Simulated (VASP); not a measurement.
Wanted: the native input for a VASP 6.6.1 run.

```
Task                   : single point
Functional             : PBEsol
Potentials or basis    : VASP PAW PBE potentials, release 64 (Fe, Si)
Cutoff                 : 520 eV
k mesh                 : 16 × 16 × 8
Occupations            : gaussian, width 0.1 eV
Spin                   : no spin polarisation
Dipole correction      : no
Further INCAR settings : ALGO = Fast; EDIFF = 1e-06; NBANDS = 15
```

The structure of FeSi2 lies in POSCAR:

```
FeSi2
1.0
    2.6227559445      0.0000000000      0.0000000000
    0.0000000000      2.6896629839      0.0000000000
    0.0000000000      0.0000000000      5.1318941223
Fe Si
1 2
Direct
    0.0000000000      0.0000000000      0.0000000000
    0.5000000000      0.5000000000      0.2723103702
    0.5000000000      0.5000000000      0.7276896298
```

The cell isn't the ideal one: uniaxial strain along a, b, c and atoms relaxed: -2.0 %.

One way to write it, as run:

INCAR

```
SYSTEM = FeSi2
PREC = Accurate
ENCUT = 520
EDIFF = 1E-6
ISMEAR = 0
SIGMA = 0.1
LREAL = .False.
LASPH = .True.
NELM = 100
ALGO = Fast
ISIF = 2
LWAVE = .False.
LCHARG = .True.
GGA = PS
LELF = .True.
LVHAR = .True.
NBANDS = 15
```

KPOINTS

```
regular mesh
0
Gamma
  16 16 8
  0 0 0
```

Potentials or basis: VASP PAW PBE potentials, release 64 (Fe, Si).

Command:

```bash
$ cat potpaw_PBE.64/Fe/POTCAR potpaw_PBE.64/Si/POTCAR > POTCAR
$ mpirun -np 1 vasp_std > vasp.out
```

Results of the run:

```json
{
  "Pressure": "2.3 GPa",
  "Largest force": "0.074 eV/Å",
  "Band gap on the k mesh": "none (metal or under the smearing width)"
}
```

Caveat: the PAW data sets were made with another functional, which shifts forces and pressure a little.

Wall time 85 s on 1 thread of Intel(R) Xeon(R) 6975P-C (Granite Rapids), on a shared host, peak memory 0.32 GiB.
